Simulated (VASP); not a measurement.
Here is a VASP 6.6.1 calculation.

File INCAR:

```
  PREC = Accurate
  ENCUT = 600
  EDIFF = 1E-6
  ISMEAR = 0
  SIGMA = 0.03
  LREAL = F
  LASPH = T
  NELM = 80
  ALGO = Normal
  ISIF = 3
  LWAVE = F
  LCHARG = F
  GGA = PE
  IBRION = 2
  NSW = 90
  EDIFFG = -0.01
```

Contents of KPOINTS:

```
Automatic mesh
0
Gamma
  8 8 8
```

File POSCAR:

```
SrCl2
1.0
    0.0000000000      3.4883500000      3.4883500000
    3.4883500000      0.0000000000      3.4883500000
    3.4883500000      3.4883500000      0.0000000000
Sr Cl
1 2
Direct
    0.0000000000      0.0000000000      0.0000000000
    0.2500000000      0.2500000000      0.2500000000
    0.7500000000      0.7500000000      0.7500000000
```

Potentials or basis: VASP PAW PBE potentials, release 64 (Sr_sv, Cl).

The run is started by

```sh
$ cat potpaw_PBE.64/Sr_sv/POTCAR potpaw_PBE.64/Cl/POTCAR > POTCAR
$ mpirun -np 1 vasp_std > vasp.out
```

(1) Predict the relaxed cell.

(2) What does it give for the band gap on the k mesh?

(3) Estimate the space group after relaxing (to 0.05 Å).

Answers

(1) a = 4.984 Å, b = 4.984 Å, c = 4.984 Å, α = 60.00°, β = 60.00°, γ = 60.00°.

(2) 5.22 eV, indirect (least direct gap 5.52 eV).

(3) Fm-3m (No. 225).
